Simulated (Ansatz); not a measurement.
# SnTe: strain and displacement

```
CELL_PARAMETERS angstrom
0.00000 3.15650 3.15650
3.15650 0.00000 3.15650
3.15650 3.15650 0.00000
ATOMIC_POSITIONS crystal
Sn 0.00000 0.00000 0.00000
Te 0.50000 0.50000 0.50000
```

Atom numbers follow the list: Sn1, Te2.

The cell is COD entry 9008726, as deposited and not checked against the literature; nothing was relaxed.

No spin–orbit coupling, which matters for the heavy atoms here.

Method: Ansatz 0.2.0, DFT, PBE, PAW with Ansatz's default frozen-core files, scalar-relativistic.

Sampling and basis: a Γ-centred 11×11×11 k mesh, Fermi–Dirac smearing of 0.08 eV, cutoff 420 eV, no spin polarisation.

The unchanged cell is at 2.03 GPa.

x, y and z are the Cartesian axes of the cell as listed; fractional coordinates follow a strain, and an engineering shear is twice the off-diagonal strain component.

Vzz stands for the principal value of largest size of the field-gradient tensor, whatever its axis.

Spin–orbit coupling is left out, which moves gradients at and beside heavy atoms by some per cent and at worst by a factor of two.

**Question.** With this change (equal xy, yz and zx engineering shear strains of -3 %), what becomes of the energy and stress and field gradients?

**Answer.** Energy change +4.3 meV/atom; stress change (xx, yy, zz, yz, xz, xy) 0.00, 0.00, 0.00, 0.44, 0.44, 0.44 GPa, compression positive; Vzz in 10²¹ V/m²: Sn1 0 → -0.20 (η = 0.00), Te2 0 → -3.65 (η = 0.00).

**Question.** With this change (equal xy, yz and zx engineering shear strains of -1 %), what becomes of the energy and stress and field gradients?

**Answer.** Energy change +0.5 meV/atom; stress change (xx, yy, zz, yz, xz, xy) 0.00, 0.00, 0.00, 0.16, 0.16, 0.16 GPa, compression positive; Vzz in 10²¹ V/m²: Sn1 0 → -0.07 (η = 0.00), Te2 0 → -1.19 (η = 0.00).

**Question.** With this change (equal xy, yz and zx engineering shear strains of +2 %), what becomes of the energy and stress and field gradients?

**Answer.** Energy change +2.0 meV/atom; stress change (xx, yy, zz, yz, xz, xy) 0.00, 0.00, 0.00, -0.31, -0.31, -0.31 GPa, compression positive; Vzz in 10²¹ V/m²: Sn1 0 → 0.16 (η = 0.00), Te2 0 → 2.37 (η = 0.00).

With equal xy, yz and zx engineering shear strains of -2 %: energy change +1.9 meV/atom; stress change (xx, yy, zz, yz, xz, xy) 0.00, 0.00, 0.00, 0.30, 0.30, 0.30 GPa, compression positive; Vzz in 10²¹ V/m²: Sn1 0 → -0.13 (η = 0.00), Te2 0 → -2.40 (η = 0.00).

**Question.** With this change (equal xy, yz and zx engineering shear strains of +1 %), what becomes of the energy and stress and field gradients?

**Answer.** Energy change +0.5 meV/atom; stress change (xx, yy, zz, yz, xz, xy) 0.00, 0.00, 0.00, -0.16, -0.16, -0.16 GPa, compression positive; Vzz in 10²¹ V/m²: Sn1 0 → 0.07 (η = 0.00), Te2 0 → 1.18 (η = 0.00).

With equal xy, yz and zx engineering shear strains of +3 %: energy change +4.4 meV/atom; stress change (xx, yy, zz, yz, xz, xy) -0.01, -0.01, -0.01, -0.47, -0.47, -0.47 GPa, compression positive; Vzz in 10²¹ V/m²: Sn1 0 → 0.24 (η = 0.00), Te2 0 → 3.60 (η = 0.00).
